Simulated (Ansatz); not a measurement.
Relaxed bulk CoSi2:

```cif
data_structure
_symmetry_space_group_name_H-M 'P 1'
_symmetry_Int_Tables_number 1
_cell_length_a 3.7565
_cell_length_b 3.7565
_cell_length_c 3.7565
_cell_angle_alpha 60.000
_cell_angle_beta 60.000
_cell_angle_gamma 60.000
_cell_volume 37.48
loop_
_atom_site_label
_atom_site_type_symbol
_atom_site_fract_x
_atom_site_fract_y
_atom_site_fract_z
_atom_site_occupancy
Co1 Co 0.00000 0.00000 0.00000 1
Si1 Si 0.25000 0.25000 0.25000 1
Si2 Si 0.75000 0.75000 0.75000 1
```

Miller indices refer to the conventional cell of Fm-3m (No. 225), a = 5.313 Å, b = 5.313 Å, c = 5.313 Å, α = 90.00°, β = 90.00°, γ = 90.00°.

The (100) slab of 10 planes, 12.0 Å thick with 15 Å of vacuum as cut; outer planes Co (top) and Si (bottom).

Computed with Ansatz, DFT PBEsol, scalar-relativistic, plane waves, PAW. Cutoff 420 eV; k points 9×9×1 on the computed 15-atom cell (Γ-centred); Gaussian smearing, width 0.10 eV; no spin polarisation. The cell repeats along c with a dipole correction in the vacuum.

Results for the relaxed slab:

For the relaxed slab, the surface energy (mean of both faces) is 2.62 J/m², the work function is 4.00 eV (top), 4.81 eV (bottom) and the dipole of the slab along +c, per cell is 0.06 e·Å.

Relaxation lowers the energy by 0.041 J/m² a face; the largest move is 0.085 Å.

| plane (bottom to top) | atoms | spacing to next, bulk (Å) | relaxed (Å) | change (%) |
| --- | --- | --- | --- | --- |
| 1 | Si2 | 1.328 | 1.309 | -1.4 |
| 2 | Co | 1.328 | 1.327 | -0.1 |
| 3 | Si2 | 1.328 | 1.313 | -1.1 |
| 4 | Co | 1.328 | 1.344 | +1.2 |
| 5 | Si2 | 1.328 | 1.344 | +1.2 |
| 6 | Co | 1.328 | 1.314 | -1.0 |
| 7 | Si2 | 1.328 | 1.320 | -0.6 |
| 8 | Co | 1.328 | 1.351 | +1.7 |
| 9 | Si2 | 1.328 | 1.225 | -7.8 |
| 10 | Co |  |  |  |

Spin polarisation was left out, and a magnetic state may lie lower.